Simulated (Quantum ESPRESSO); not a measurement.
The system is TePb.

```
CELL_PARAMETERS angstrom
0.00000 3.23100 3.23100
3.23100 0.00000 3.23100
3.23100 3.23100 0.00000
ATOMIC_POSITIONS crystal
Pb 0.00000 0.00000 0.00000
Te 0.50000 0.50000 0.50000
```

| Property | Result |
| --- | --- |
| Program | Quantum ESPRESSO 7.5 |
| Task | phonons |
| Functional | RPBE |
| Potentials or basis | GBRV 1.5 PBE |
| Cutoff | 612 eV |
| Density cutoff | 4898 eV |
| k mesh | 6 × 6 × 6, shifted |
| Occupations | fermi-dirac, width 0.05 eV |
| Spin | no spin polarisation |
| Mixing beta | 0.5 |
| Most SCF iterations | 120 |
| SCF threshold | 4e-10 Ry |

The cell and the atoms were relaxed first, to 36.64 Å³/atom (a = 4.697 Å, b = 4.697 Å, c = 4.697 Å, α = 60.00°, β = 60.00°, γ = 60.00°), and the response was taken there.

The first run showed a gap, so the response started from a second, tighter run with fixed occupations.

Which optical modes does the crystal have at the zone centre, and which show in infrared and Raman spectra?

The optical modes are T1u. Infrared active: T1u. None is Raman active.

Optical modes at Γ, degenerate ones joined, polar ones without the macroscopic field:
```csv
cm⁻¹,components,symmetry,active in,"IR intensity, summed ((D/Å)²/amu)"
18i,3,T1u,IR,27.91
```

Zone-centre frequencies without and with the macroscopic field along z (cm⁻¹):
|  | optical modes in rising order |
| --- | --- |
| without | 18i 18i 18i |
| with the field | 18i 18i 104 |

Caveat: the potentials were made for another functional, which shifts forces and pressure; some modes are imaginary.
